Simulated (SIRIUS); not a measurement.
# AgBr (Fm-3m) in SIRIUS: reference runs

How does AgBr come out in PBEsol? The cell is run as given.

All numbers are computed with SIRIUS 7.10.0; they aren't measurements. Logs are shortened: lines on timing, memory, paths and dates and some standing lists are left out, and cuts for length are marked. The log counts tension as positive stress, the text compression.

**What was measured.**

A printed reference work, monograph reports, for a bulk crystal of AgBr: band gap 2.6845 eV (an exciton energy, a little under the gap).

The results are compared with them further down.

### Step 1. The crystal as given

The structure is cubic, space group Fm-3m (No. 225). Conventional cell: a = 5.740 Å, b = 5.740 Å, c = 5.740 Å, α = 90.00°, β = 90.00°, γ = 90.00°. Around Ag (site symmetry m-3m) lie 6 Br at 2.87 Å. Br (site symmetry m-3m) is surrounded by 6 Ag at 2.87 Å.

### Step 2. Single point, PBEsol

sirius.json

```json
{
  "control": {
    "processing_unit": "cpu",
    "verbosity": 2,
    "num_bands_to_print": 21,
    "print_forces": true,
    "print_stress": true
  },
  "parameters": {
    "electronic_structure_method": "pseudopotential",
    "xc_functionals": ["XC_GGA_X_PBE_SOL", "XC_GGA_C_PBE_SOL"],
    "gk_cutoff": 9.1,
    "pw_cutoff": 18.2,
    "ngridk": [8, 8, 8],
    "shiftk": [0, 0, 0],
    "smearing": "fermi_dirac",
    "smearing_width": 0.0018374661,
    "num_bands": 21,
    "num_mag_dims": 0,
    "num_dft_iter": 100,
    "energy_tol": 1e-08,
    "density_tol": 1e-06
  },
  "iterative_solver": {
    "type": "davidson",
    "min_tolerance": 1e-09,
    "tolerance_scale": [0.1, 0.25]
  },
  "mixer": {
    "type": "anderson",
    "beta": 0.7,
    "max_history": 8
  },
  "settings": {
    "tol_ne": 1e-10,
    "pseudo_grid_cutoff": 6.5
  },
  "unit_cell": {
    "lattice_vectors": [
      [0.0, 0.707106781187, 0.707106781187],
      [0.707106781187, 0.0, 0.707106781187],
      [0.707106781187, 0.707106781187, 0.0]
    ],
    "lattice_vectors_scale": 7.6704078944,
    "atom_coordinate_units": "lattice",
    "atom_types": ["Ag", "Br"],
    "atom_files": {
      "Ag": "Ag.json",
      "Br": "Br.json"
    },
    "atoms": {
      "Ag": [
        [0.0, 0.0, 0.0]
      ],
      "Br": [
        [0.5, 0.5, 0.5]
      ]
    }
  }
}
```

Potentials or basis: PseudoDojo 0.4.1 PBEsol standard (scalar relativistic).

Command:

```
> upf_to_json Ag.upf
> upf_to_json Br.upf
> OMP_NUM_THREADS=1 sirius.scf --input=sirius.json --output=out.json --task=0
```

The program printed:

```text
[info] SIRIUS version : 7.10.0
[info] number of MPI ranks           : 1
[info] MPI grid                      : 1 1
[info] maximum number of OMP threads : 1
[fft] FFT context for density and potential
[fft] =====================================
[fft]   comm size                             : 1
[fft]   plane wave cutoff                     : 18.2
[fft]   grid size                             : 48 48 48   total : 110592
[fft]   grid limits                           : -23 24   -23 24   -23 24
[fft]   number of G-vectors within the cutoff : 16324
[fft]   local number of G-vectors             : 16324
[fft]   number of G-shells                    : 882
[fft] FFT context for coarse grid
[fft] =====================================
[fft]   comm size                             : 1
[fft]   plane wave cutoff                     : 18.2
[fft]   grid size                             : 48 48 48   total : 110592
[fft]   grid limits                           : -23 24   -23 24   -23 24
[fft]   number of G-vectors within the cutoff : 16324
[fft]   local number of G-vectors             : 16324
[fft]   number of G-shells                    : 882
[unit cell] lattice vectors
[unit cell]   a1 :       0.0000000000      5.4237974366      5.4237974366
[unit cell]   a2 :       5.4237974366      0.0000000000      5.4237974366
[unit cell]   a3 :       5.4237974366      5.4237974366      0.0000000000
[unit cell] reciprocal lattice vectors
[unit cell]   b1 :      -0.5792238169      0.5792238169      0.5792238169
[unit cell]   b2 :       0.5792238169     -0.5792238169      0.5792238169
[unit cell]   b3 :       0.5792238169      0.5792238169     -0.5792238169
[unit cell] unit cell volume :       319.10997516 [a.u.^3]
[unit cell] 1/sqrt(omega)    :         0.05597960
[unit cell] MT volume        :         0.00000000 ( 0.00%)
[unit cell] IT volume        :       319.10997516 (100.00%)
[unit cell] number of atom types : 2
[unit cell] type id : 0 symbol : Ag mt_radius :  15.370000 num_atoms : 1
[unit cell] type id : 1 symbol : Br mt_radius :  10.970000 num_atoms : 1
[unit cell] total number of atoms : 2
[unit cell] number of symmetry classes : 2
[unit cell] number of PAW atoms : 0
[unit cell] atom id  type id  class id             position                      vector_field
[unit cell] ------------------------------------------------------------------------------------------
[unit cell]      0        0        0      0.00000   0.00000   0.00000      0.00000   0.00000   0.00000
[unit cell]      1        1        1      0.50000   0.50000   0.50000      0.00000   0.00000   0.00000
[unit cell] atom id         position (Cartesian, a.u.)
[unit cell] ---------------------------------------------
[unit cell]      0       0.000000    0.000000    0.000000
[unit cell]      1       5.423797    5.423797    5.423797
[unit cell] class id : 0 atom id : 0
[unit cell] class id : 1 atom id : 1
[unit cell] minimum bond length:     5.423797
[unit cell] total number of pseudo wave-functions: 14
[sym] space group number   : 225
[sym] international symbol : Fm-3m
[sym] Hall symbol          : -F 4 2 3
[... 223 lines left out ...]
[find] Hartree energy of density residual : 2.413764281455e-05
[find] | SCF iteration   4 out of 100|
[diagonalize] iterative solver tolerance (occupied, empty): 4.21795e-06 4.21795e-06
[... 38 lines left out ...]
[find] Free energy (E-TS)             :    -170.63326756 (Ha),    -341.26653513 (Ry)
[find] band gap (eV)                  :       0.50354029
[find] Efermi                         :       0.31032188
[find] iteration : 8, RMS : 2.971795324216e-07, energy difference : -9.899565611704e-10
[find] Hartree energy of density residual : 1.137649850707e-11
[find] | SCF iteration   9 out of 100|
[diagonalize] iterative solver tolerance (occupied, empty): 4.1191e-09 4.1191e-09
[diagonalize] average number of iterations: 3.44828
[find] Total energy                   :    -170.63326501 (Ha),    -341.26653001 (Ry)
[find] Free energy (E-TS)             :    -170.63326756 (Ha),    -341.26653513 (Ry)
[find] band gap (eV)                  :       0.50352974
[find] Efermi                         :       0.31032201
[find] iteration : 9, RMS : 3.867027402394e-08, energy difference : 1.734861143632e-10
[find] Hartree energy of density residual : 4.873647912706e-14
[find] bands are converged : true
[find] iterative solver converged : false
[find] +------------------------------+
[find] | SCF iteration  10 out of 100|
[find] +------------------------------+
[diagonalize] iterative solver tolerance (occupied, empty): 1.02977e-09 1.02977e-09
[diagonalize] average number of iterations: 2.72414
[diagonalize] Lowest band energies
[diagonalize] ik:    0   -3.012033   -1.672347   -1.672347   -1.672347   -0.257195    0.194777    0.194777    0.194804    0.194804    0.194804    0.226815    0.226815    0.226815    0.316862    0.659448    0.659448    0.659448    0.699733    0.727315    0.727315    0.774339
[diagonalize] ik:    1   -3.012033   -1.672357   -1.672349   -1.672349   -0.254928    0.180047    0.180047    0.181336    0.196419    0.196419    0.213488    0.244111    0.244111    0.348974    0.608800    0.645619    0.645619    0.697116    0.697116    0.708471    0.770828
[diagonalize] ik:    2   -3.012033   -1.672379   -1.672352   -1.672352   -0.249206    0.143625    0.161018    0.161018    0.200428    0.200428    0.212528    0.269846    0.269846    0.399016    0.556664    0.596928    0.596928    0.701906    0.713365    0.713365    0.864742
[diagonalize] ik:    3   -3.012032   -1.672402   -1.672356   -1.672356   -0.243084    0.113253    0.148275    0.148275    0.204592    0.204592    0.216633    0.290314    0.290314    0.426406    0.536091    0.557426    0.557426    0.715879    0.752881    0.752881    0.884980
[diagonalize] ik:    4   -3.012032   -1.672411   -1.672357   -1.672357   -0.240414    0.102062    0.143857    0.143857    0.206365    0.206365    0.218867    0.298358    0.298358    0.428934    0.537504    0.542644    0.542644    0.740586    0.783223    0.783223    0.827346
[diagonalize] ...
[diagonalize] ik:   24   -3.012032   -1.672397   -1.672374   -1.672368   -0.240532    0.129387    0.158863    0.168302    0.200734    0.206755    0.220087    0.220664    0.251264    0.402624    0.558325    0.559061    0.638332    0.694773    0.819030    0.858901    0.864687
[diagonalize] ik:   25   -3.012031   -1.672397   -1.672383   -1.672369   -0.238649    0.135422    0.148019    0.156369    0.203407    0.208271    0.215146    0.227749    0.250240    0.422242    0.539276    0.578828    0.607202    0.721305    0.781714    0.845474    0.909164
[diagonalize] ik:   26   -3.012032   -1.672394   -1.672385   -1.672366   -0.238921    0.127799    0.148802    0.153058    0.205597    0.206280    0.220981    0.222933    0.266770    0.446758    0.514830    0.571532    0.598654    0.736318    0.744187    0.863735    0.907192
[diagonalize] ik:   27   -3.012031   -1.672401   -1.672378   -1.672373   -0.238737    0.141630    0.158583    0.167561    0.206567    0.210147    0.210284    0.212217    0.232211    0.384502    0.555894    0.607841    0.628604    0.720230    0.813298    0.845900    0.876043
[diagonalize] ik:   28   -3.012031   -1.672390   -1.672390   -1.672373   -0.238130    0.142444    0.151185    0.151185    0.210289    0.210496    0.213673    0.213673    0.240910    0.434450    0.555782    0.575169    0.575169    0.766101    0.766101    0.845276    0.878965
[find] Charges and magnetic moments
[find] --------------------------------------------------------------------------------
[find] total charge          : 26.000000
[find] Energy
[find] --------------------------------------------------------------------------------
[find] valence_eval_sum               :     -13.38918067
[find] <rho|V^{XC}>                   :     -23.00663724
[find] <rho|E^{XC}>                   :     -28.15668247
[find] <mag|B^{XC}>                   :       0.00000000
[find] <rho|V^{H}>                    :     104.17485519
[find] one-electron contribution      :     -94.55739861 (Ha),    -189.11479722 (Ry)
[find] hartree contribution           :      52.08742759
[find] xc contribution                :     -28.15668247
[find] ewald contribution             :    -100.00661083
[find] PAW contribution               :       0.00000000
[find] smearing (-TS)                 :      -0.00000256
[find] SCF correction                 :      -0.00000069
[find] Total energy                   :    -170.63326501 (Ha),    -341.26653001 (Ry)
[find] Free energy (E-TS)             :    -170.63326756 (Ha),    -341.26653513 (Ry)
[find] band gap (eV)                  :       0.50352702
[find] Efermi                         :       0.31032207
[find] iteration : 10, RMS : 4.920992074969e-09, energy difference : 5.573497219302e-11
[find] Hartree energy of density residual : 3.539588723549e-15
[find] bands are converged : true
[find] iterative solver converged : true
[find] converged after 11 SCF iterations!
[find] Charges and magnetic moments
[find] --------------------------------------------------------------------------------
[find] total charge          : 26.000000
[find] Energy
[find] --------------------------------------------------------------------------------
[find] valence_eval_sum               :     -13.38918067
[find] <rho|V^{XC}>                   :     -23.00663724
[find] <rho|E^{XC}>                   :     -28.15668247
[find] <mag|B^{XC}>                   :       0.00000000
[find] <rho|V^{H}>                    :     104.17485519
[find] one-electron contribution      :     -94.55739861 (Ha),    -189.11479722 (Ry)
[find] hartree contribution           :      52.08742759
[find] xc contribution                :     -28.15668247
[find] ewald contribution             :    -100.00661083
[find] PAW contribution               :       0.00000000
[find] smearing (-TS)                 :      -0.00000256
[find] SCF correction                 :      -0.00000069
[find] Total energy                   :    -170.63326501 (Ha),    -341.26653001 (Ry)
[find] Free energy (E-TS)             :    -170.63326756 (Ha),    -341.26653513 (Ry)
[find] band gap (eV)                  :       0.50352702
[find] Efermi                         :       0.31032207
[ground_state] === stress tensor components [kbar] ===
[ground_state] === stress_kin ===
[ground_state] -35396.234348    0.000000    0.000000
[ground_state]     0.000000-35396.234348   -0.000000
[ground_state]     0.000000   -0.000000-35396.234348
[ground_state] === stress_har ===
[ground_state] -16007.697934    0.000000    0.000000
[ground_state]     0.000000-16007.697934   -0.000000
[ground_state]     0.000000   -0.000000-16007.697934
[ground_state] === stress_ewald ===
[ground_state] 30734.395832   -0.000000   -0.000000
[ground_state]    -0.00000030734.395832    0.000000
[ground_state]    -0.000000    0.00000030734.395832
[ground_state] === stress_vloc ===
[ground_state] 17581.420302   -0.000000    0.000000
[ground_state]    -0.00000017581.420302    0.000000
[ground_state]     0.000000    0.00000017581.420302
[ground_state] === stress_xc ===
[ground_state] -4656.458815    0.000000    0.000000
[ground_state]     0.000000-4656.458815   -0.000000
[ground_state]     0.000000   -0.000000-4656.458815
[ground_state] === stress_core ===
[ground_state] 11172.268448   -0.000000   -0.000000
[ground_state]    -0.00000011172.268448    0.000000
[ground_state]    -0.000000    0.00000011172.268448
[ground_state] === stress_nonloc ===
[ground_state] -3410.656822    0.000000    0.000000
[ground_state]     0.000000-3410.656822   -0.000000
[ground_state]     0.000000   -0.000000-3410.656822
[ground_state] === stress_us_nl ===
[ground_state] -3410.656822    0.000000    0.000000
[ground_state]     0.000000-3410.656822   -0.000000
[ground_state]     0.000000   -0.000000-3410.656822
[ground_state] === stress_total ===
[ground_state]    17.036663   -0.000000   -0.000000
[ground_state]    -0.000000   17.036663    0.000000
[ground_state]    -0.000000    0.000000   17.036663
[ground_state] ==== total Forces in Ha/bohr =====
[ground_state] atom:    0, force:       0.0000000      0.0000000      0.0000000
[... 14 lines left out ...]
[ground_state] atom:    0, force:       0.0000000      0.0000000      0.0000000
[ground_state] atom:    1, force:       0.0000000      0.0000000      0.0000000
[~DFT_ground_state] local op. applied: 15745
[~DFT_ground_state] evp. work count: 2968.11
[~DFT_ground_state] number of iterative solver steps: 1122
```

Run time: 57 s. Hardware: 1 thread of Arm Neoverse V1, shared host; peak memory 0.43 GiB.

What came out:

| Item | Value |
| --- | --- |
| Free energy | -4643.1678 eV |
| Pressure | -1.7 GPa |
| Band gap on the k mesh | 0.50 eV |

### Step 3. Against experiment

Step 2. A measured gap of AgBr is 2.6845 eV (an exciton energy, a little under the gap; a printed reference work, monograph); the calculated 0.50 eV misses it by -2.18 eV. So large a miss can be the level of theory's own, or it may mean another phase, state or a wrong row. Spin-orbit coupling on Ag, Br is left out. The value is that of PBEsol on a finite k mesh, which can miss the band edges, without temperature or zero-point motion. Semilocal functionals fall short of measured gaps as a rule.
